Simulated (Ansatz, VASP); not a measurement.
**Two plane-wave programs on MgO**

The input INCAR:

```
SYSTEM = MgO
ALGO = Normal
EDIFF = 1E-7
ENCUT = 520
GGA = PE
ISIF = 2
ISMEAR = 0
LASPH = .True.
LCHARG = .False.
LREAL = .False.
LWAVE = .False.
NBANDS = 11
NELM = 80
PREC = Accurate
SIGMA = 0.01
```

Contents of KPOINTS:

```
k-points
0
Gamma
  8 8 8
  0 0 0
```

File POSCAR:

```
MgO
1.0
    0.0000000000      2.3288748183      2.3288748183
    2.3288748183      0.0000000000      2.3288748183
    2.3288748183      2.3288748183      0.0000000000
Mg O
1 1
Direct
    0.0000000000      0.0000000000      0.0000000000
    0.2500000000      0.2500000000      0.2500000000
```

Input for Ansatz:

```yaml
crystal:
  lattice:
    - [0.0, 2.3288748183, 2.3288748183]
    - [2.3288748183, 0.0, 2.3288748183]
    - [2.3288748183, 2.3288748183, 0.0]
  atoms:
    - { symbol: Mg, position: [0.0, 0.0, 0.0] }
    - { symbol: O, position: [0.25, 0.25, 0.25] }
kpoints:
  mp_grid: { grid: [8, 8, 8] }
hamiltonian:
  xc: pbe
scf:
  occupations: { method: fixed }
  n_extra_bands: 4
output:
  forces: true
  stress: true
  eigenvalues: true
```

Alike in both runs: task single point; functional PBE; k mesh 8 × 8 × 8; no spin polarisation.

|  | VASP | Ansatz |
| --- | --- | --- |
| version | VASP 6.6.1 | Ansatz 0.2.0 |
| potentials or method | VASP PAW PBE potentials, release 64 (Mg, O) | plane waves, PAW |
| plane-wave cutoff (eV) | 520 | 420 |
| occupations | gaussian, width 0.01 eV | fixed |
| valence electrons in the cell | 8 | 16 |

|  | VASP | Ansatz | Ansatz less VASP |
| --- | --- | --- | --- |
| gap on the k mesh at the Fermi level (eV) | 3.31 | 3.32 | +0.018 |
| pressure (GPa) | -3.6 | -3.2 | +0.40 |

The two sets of potentials don't hold the same shells in valence.

PBE gaps usually lie below the measured ones, often by a third to a half.
